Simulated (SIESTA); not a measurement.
Runs of SIESTA 5.4.2 on Te. It takes space group P3_121 (No. 152, trigonal). The conventional cell has a = 4.454 Å, b = 4.454 Å, c = 5.924 Å, α = 90.00°, β = 90.00°, γ = 120.00°. Te (site symmetry 2) has 2 Te at 2.86 Å as nearest neighbours. 

| level | potentials or basis | pressure (GPa) | largest force (eV/Å) |
| --- | --- | --- | --- |
| PBE | PseudoDojo 0.4 standard (PBE files), DZP (energy shift 0.003 Ry; two zetas on semicore shells) | 2.8 | 0.63 |
| AM05 | PseudoDojo 0.4 standard (PBEsol files), DZP (energy shift 0.003 Ry; two zetas on semicore shells) | 0.7 | (a) |
| BLYP | PseudoDojo 0.4 standard (PBE files), DZP (energy shift 0.003 Ry; two zetas on semicore shells) | (c) | 0.66 |
| vdW-DF-cx | PseudoDojo 0.4 standard (PBE files), DZP (energy shift 0.003 Ry; two zetas on semicore shells) | (b) | 0.61 |

Alike in all rows: task band structure; no spin polarisation; cell as given; k mesh 7 × 7 × 5; smearing fermi-dirac 0.05 eV; grid cutoff 500 Ry; energy shift 0.003 Ry.

Problem. Estimate the missing entries.

Solution. (a) 0.51; (b) 1.2; (c) 6.4.

Caveats: the basis of atomic orbitals isn't converged, which shifts pressures, moduli and gaps; the potentials were made for another functional, which shifts forces and pressure (some runs).
